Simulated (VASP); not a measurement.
A run of VASP 6.6.1 is set up as follows.

INCAR

```
SYSTEM = MgS
ALGO = Normal ; EDIFF = 1E-7
ENCUT = 520 ; GGA = PS
ISIF = 2 ; ISMEAR = 0
LASPH = .True. ; LCHARG = .False.
LREAL = .False. ; LWAVE = .False.
NBANDS = 16 ; NELM = 100
PREC = Accurate ; SIGMA = 0.02
```

Contents of KPOINTS:

```
k-points
0
Gamma
  6 6 6
  0 0 0
```

Contents of POSCAR:

```
MgS
1.0
    2.5391541360      2.5391541360      0.0000000000
   -2.6039109229      2.6039109229      0.0000000000
    0.0000000000      0.0000000000      5.2016610968
Mg S
2 2
Direct
    0.0000000000      0.0000000000      0.0000000000
    0.5000000000      0.5000000000      0.5000000000
    0.5000000000      0.5000000000      0.0000000000
    0.0000000000      0.0000000000      0.5000000000
```

Potentials or basis: VASP PAW PBE potentials, release 64 (Mg, S).

Run with:

```sh
$ cat potpaw_PBE.64/Mg/POTCAR potpaw_PBE.64/S/POTCAR > POTCAR
$ mpirun -np 1 vasp_std > vasp.out
```

What does it give for the band gap on the k mesh?

2.63 eV.

Estimate the pressure.

0.8 GPa.

Stress tensor (GPa, compression positive):
```
 1.23  1.42  0.00
 1.42  1.23  0.00
 0.00  0.00 -0.20
```

Caveat: the PAW data sets were made with another functional, which shifts forces and pressure a little. A k mesh can miss the band edges.
